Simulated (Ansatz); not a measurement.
NaBr (rock salt)

```xyz
2
Lattice="0.0000 2.9738 2.9738 2.9738 0.0000 2.9738 2.9738 2.9738 0.0000" Properties=species:S:1:pos:R:3 pbc="T T T"
Br     0.0000     0.0000     0.0000
Na     2.9738     2.9738     2.9738
```

The relaxed cell is deformed in two ways at once: its volume V is scaled, and at that volume it is stretched along z (the c axis of the conventional cell) so that c/a changes. Fractional atomic positions are held.

Computed with r2SCAN (plane waves to 500 eV, PAW, scalar-relativistic; Ansatz, an electronic-structure program). k mesh 10×10×10 (Γ-centred), Fermi-Dirac smearing 0.05 eV. Compression counts positive. NaBr was relaxed with its symmetry unable to fall.

At one point of the scan the stress tensor (GPa) is:

```
   1.19     0.00     0.00
   0.00     1.19     0.00
   0.00     0.00    -1.41
```

Problem. Which point is it?
A. V/V₀ = 1.080, (c/a)/(c/a)₀ = 1.120
B. V/V₀ = 1.053, (c/a)/(c/a)₀ = 1.040
C. V/V₀ = 1.000, (c/a)/(c/a)₀ = 1.080
D. V/V₀ = 0.973, (c/a)/(c/a)₀ = 1.000

Solution. C, V/V₀ = 1.000, (c/a)/(c/a)₀ = 1.080

(A scan under strain: stresses follow from slopes of the energy per volume, elastic moduli from its curvatures.)
